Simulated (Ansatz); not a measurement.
## CoPdO2 and the effect of the fixed moment of the cell

```
Pd Co O
1.0
     1.43169    0.82659    5.95777
    -1.43169    0.82659    5.95777
     0.00000   -1.65317    5.95777
Pd Co O
1 1 2
Direct
  0.00000 0.00000 0.00000
  0.50000 0.50000 0.50000
  0.11248 0.11248 0.11248
  0.88752 0.88752 0.88752
```

The cell is a database's computed one, not the measured one.

Kept alike: task single point; functional PBE; k mesh 9 × 9 × 9; occupations fermi-dirac, width 0.05 eV. Program: Ansatz, Ansatz PAW, cutoff 420 eV. The mesh is that of the run's cell of 4 atoms. No spin-orbit coupling.

| run | pressure (GPa) | largest site moment (μB) | free energy over the lowest row (meV/atom) |
| --- | --- | --- | --- |
| A | 11.87 | 1.81 | 239.61 |
| B | 0.73 | 0.22 | 30.00 |
| C | -0.72 | 0.00 | 0.00 |
| D | 19.92 | 2.61 | 405.79 |
| E | 14.61 | 2.13 | 291.59 |
| F | 8.87 | 1.42 | 186.93 |
| G | 5.69 | 0.95 | 129.77 |
| H | 2.94 | 0.51 | 74.30 |

Pressure is positive in compression, with a Pulay correction for the finite cutoff. The runs hold the magnetic state that their start led to, which needn't be the lowest. Site moments count inside each atom's sphere or projector.

Task: The runs differ in the fixed moment of the cell alone: 0; 0.5; 1; 1.5; 2; 2.5; 3; 4 μB. Which run is which?

Result: Run A is 2.5 μB; run B is 0.5 μB; run C is 0 μB; run D is 4 μB; run E is 3 μB; run F is 2 μB; run G is 1.5 μB; run H is 1 μB. The pressure rises from -0.72 to 19.92 GPa between 0 and 4 μB. The largest site moment rises from 0.00 to 2.61 μB between 0 and 4 μB. The free energy rises from 0.00 to 405.79 meV/atom between 0 and 4 μB.
